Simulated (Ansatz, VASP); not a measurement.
**Au in VASP and in Ansatz**

Contents of INCAR:

```
SYSTEM = Au
PREC = Accurate
ENCUT = 520
EDIFF = 1E-6
ISMEAR = 0
SIGMA = 0.15
LREAL = .False.
LASPH = .True.
NELM = 100
ALGO = Fast
ISIF = 2
LWAVE = .False.
LCHARG = .False.
GGA = PE
NBANDS = 12
```

Contents of KPOINTS:

```
Automatic mesh
0
Gamma
  20 20 20
  0 0 0
```

Contents of POSCAR:

```
Au
1.0
   -1.7069870700      1.7069870700      1.6572690000
    1.7069870700     -1.7069870700      1.6572690000
    1.7069870700      1.7069870700     -1.6572690000
Au
1
Direct
    0.0000000000      0.0000000000      0.0000000000
```

Input for Ansatz:

```yaml
crystal:
  lattice:
    - [-1.70698707, 1.70698707, 1.657269]
    - [1.70698707, -1.70698707, 1.657269]
    - [1.70698707, 1.70698707, -1.657269]
  atoms:
    - { symbol: Au, position: [0.0, 0.0, 0.0] }
basis:
  ecutwfc: 420
kpoints:
  mp_grid: { grid: [20, 20, 20] }
hamiltonian:
  xc: pbe
scf:
  occupations: { method: gaussian, width: 0.15 }
output:
  forces: true
  stress: true
  eigenvalues: true
```

Change from the starting cell: strain +0.030 along x and y, +0.000 along z, atoms carried along.

Alike in both runs: task single point; functional PBE; k mesh 20 × 20 × 20; occupations gaussian, width 0.15 eV; no spin polarisation.

|  | VASP | Ansatz |
| --- | --- | --- |
| version | VASP 6.6.1 | Ansatz 0.2.0 |
| potentials or method | VASP PAW PBE potentials, release 64 (Au) | scalar-relativistic, plane waves, PAW |
| plane-wave cutoff (eV) | 520 | 420 |
| valence electrons in the cell | 11 | 19 |

|  | VASP | Ansatz | Ansatz less VASP |
| --- | --- | --- | --- |
| gap on the k mesh at the Fermi level (eV) | none | none | - |
| pressure (GPa) | -7.8 | -7.8 | +0.05 |
| largest component of the traceless stress (GPa) | 0.14 | 0.14 | -0.003 |

A gap of «none» marks a metal or a gap that the smearing closes. The two sets of potentials don't hold the same shells in valence.

The runs have no spin-orbit coupling, so splittings on Au are missing.
